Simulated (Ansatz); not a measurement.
# Li: stress in a strained cell

Aim: deform Li (zz strain of +2 %) and compute stress, forces and field gradients with LAPW, PAW and all-electron datasets made for the crystal.

Computed with Ansatz 0.2.0 (DFT PBE, scalar-relativistic, unless a step's input says otherwise).

### 1 The starting structure

Symmetry: Im-3m, No. 229, cubic system. Conventional cell: a = 3.500 Å, b = 3.500 Å, c = 3.500 Å, α = 90.00°, β = 90.00°, γ = 90.00°. Li (site symmetry m-3m) is surrounded by 8 Li at 3.03 Å.

As a file:

```
CELL_PARAMETERS angstrom
-1.75000 1.75000 1.75000
1.75000 -1.75000 1.75000
1.75000 1.75000 -1.75000
ATOMIC_POSITIONS crystal
Li 0.00000 0.00000 0.00000
```

### 2 The deformed structure

Space group Im-3m before, I4/mmm after.

### 3 All-electron LAPW

File input.yaml:

```yaml
crystal:
  lattice:
    - [-1.75, 1.75, 1.785]
    - [1.75, -1.75, 1.785]
    - [1.75, 1.75, -1.785]
  atoms:
    - { symbol: Li, position: [0.0, 0.0, 0.0] }
kpoints:
  mp_grid: { grid: [15, 15, 15] }
  band_path:
    path:
      - [0.0, 0.0, 0.0]
      - [0.0, 0.0, 0.5]
      - [0.25, 0.25, 0.25]
      - [0.0, 0.5, 0.0]
      - [0.0, 0.0, 0.0]
      - [0.5, 0.5, -0.5]
      - [0.4902921953, 0.5097078047, -0.4902921953]
      - [-0.4902921953, 0.4902921953, 0.4902921953]
      - [0.0, 0.0, 0.0]
    npoints: 5
scf:
  occupations: { method: fermi_dirac, width: 0.08 }
hamiltonian:
  xc: pbe
  pseudopotentials: { kind: all_electron, lapw: { basis_error: 0.00025 } }
output:
  forces: true
  stress: true
  eigenvalues: true
```

The run is started by

```bash
ansatz run input.yaml --threads 1 --pin off --max-ram 3072MiB --backend cpu --events-out ev --progress --plain --runs-dir out
```

### 4 Frozen-core PAW

File input.yaml:

```yaml
crystal:
  lattice:
    - [-1.75, 1.75, 1.785]
    - [1.75, -1.75, 1.785]
    - [1.75, 1.75, -1.785]
  atoms:
    - { symbol: Li, position: [0.0, 0.0, 0.0] }
kpoints:
  mp_grid: { grid: [15, 15, 15] }
scf:
  occupations: { method: fermi_dirac, width: 0.08 }
hamiltonian:
  xc: pbe
  pseudopotentials: { kind: paw }
output:
  forces: true
  stress: true
  eigenvalues: true
  efg: { contact_densities: true }
```

### 5 Datasets made for this crystal

Edit input.yaml of step 4 so:

```diff
@@ -13,3 +13,3 @@
   xc: pbe
-  pseudopotentials: { kind: paw }
+  pseudopotentials: { kind: all_electron, datasets: crystal }
 output:
```

(Steps that only read results are left out.)

Q: Predict the outcome of this session. Wanted: pressure; largest shear or deviatoric stress.

**Answer**, as computed:

```
                                 quantity                                              value
                                 pressure  LAPW -0.92, PAW -0.93, crystal datasets -0.92 GPa
largest shear or deviatoric stress (LAPW)                                           0.03 GPa
```

In words: The largest part of the stress beyond the pressure is 0.03 GPa in size, in the zz component. No run of the undeformed cell stands beside it, so the pressure holds what the given cell had before the change. PAW: stress within 0.01 GPa of LAPW. Crystal datasets: stress within 0.01 GPa of LAPW.
